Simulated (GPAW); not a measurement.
Crystal: PtS2.

```
CELL_PARAMETERS angstrom
3.54320 0.00000 0.00000
-1.77160 3.06850 0.00000
0.00000 0.00000 5.03880
ATOMIC_POSITIONS crystal
Pt 0.00000 0.00000 0.00000
S 0.66667 0.33333 0.77300
S 0.33333 0.66667 0.22700
```

```yaml
Program: GPAW 26.7.0
Task: relaxation of cell and atoms
Functional: RPBE
Dispersion: D3(BJ)
Potentials_or_basis: the program's PAW data sets (release 1.2.1) made for this functional
Cutoff: 600 eV
Basis: pw
k_mesh: 9 × 9 × 5
Occupations: fermi-dirac, width 0.05 eV
Spin: no spin polarisation
```

At the start: pressure -2.5 GPa; volume 18.26 Å³/atom.

Q: How do energy, volume and symmetry change on relaxing?

A: Over 13 steps the energy falls by 225.2 meV/atom and the volume is 14.17 Å³/atom (-22.4 %); space group P-3m1 (No. 164, to 0.05 Å).

Step by step:
| step | energy change (eV) | largest force (eV/Å) | pressure (GPa) | volume (Å³) |
| --- | --- | --- | --- | --- |
| 1 | 0.0000 | 0.9594 | -2.47 | 54.78 |
| 2 | -0.0295 | 0.8320 | -3.09 | 54.56 |
| 3 | -0.2103 | 0.3115 | -7.48 | 51.31 |
| 4 | -0.2427 | 0.3199 | -6.42 | 50.12 |
| 5 | -0.3095 | 0.0344 | 0.50 | 46.35 |
| 6 | -0.3292 | 0.1901 | 1.87 | 45.95 |
| 7 | -0.4573 | 0.9382 | 8.14 | 43.54 |
| 8 | -0.5572 | 1.1253 | 11.60 | 41.56 |
| 9 | -0.6322 | 0.8899 | 6.03 | 41.91 |
| 10 | -0.6605 | 0.4842 | 3.76 | 42.01 |
| 11 | -0.6742 | 0.0298 | -1.04 | 42.93 |
| 12 | -0.6750 | 0.0499 | 0.22 | 42.37 |
| 13 | -0.6756 | 0.0010 | 0.00 | 42.52 |

Final structure:
```cif
data_structure
_symmetry_space_group_name_H-M 'P 1'
_symmetry_Int_Tables_number 1
_cell_length_a 3.4824
_cell_length_b 3.4824
_cell_length_c 4.0485
_cell_angle_alpha 90.000
_cell_angle_beta 90.000
_cell_angle_gamma 120.000
_cell_volume 42.52
loop_
_atom_site_label
_atom_site_type_symbol
_atom_site_fract_x
_atom_site_fract_y
_atom_site_fract_z
_atom_site_occupancy
Pt1 Pt 0.00000 0.00000 0.00000 1
S1 S 0.66667 0.33333 0.70384 1
S2 S 0.33333 0.66667 0.29616 1
```

Caveat: later steps reuse the first step's grids; the volume moved by over 15 % at a fixed basis, so the end points are rough; the volume moved by -22 % from the deposited cell, more than functionals usually miss; pairwise dispersion overbinds metals, which lowers pressure and volume.
